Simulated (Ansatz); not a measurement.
Crystal: Ag.

```
Ag
1.0
     0.00000    2.04275    2.04275
     2.04275    0.00000    2.04275
     2.04275    2.04275    0.00000
Ag
1
Direct
  0.00000 0.00000 0.00000
```

Base run:

```yaml
Program: Ansatz 0.2.0
Functional: PBEsol
Potentials_or_basis: all-electron LAPW, scalar-relativistic
Cutoff: 240 eV
Density_cutoff: 962 eV
Basis_error_allowed: 0.001 eV/atom
k_mesh: 11 × 11 × 11
Occupations: fermi-dirac, width 0.05 eV
Spin: no spin polarisation
```

Its results: pressure -2.9 GPa.

Task: After a change of settings the same cell gave: pressure 8.5 GPa. Which change was it?
A. functional from PBEsol to PBE; occupations from fermi-dirac, width 0.05 eV to gaussian, width 0.011 eV
B. functional from PBEsol to RPBE
C. potentials or basis from all-electron LAPW, scalar-relativistic to all-electron LAPW, inner shells corrected to Dirac's equation
D. functional from PBEsol to LDA

Result: B.

RPBE binds less tightly than PBEsol, so the same cell stands under more pressure.

Not every run made on this cell is shown here.
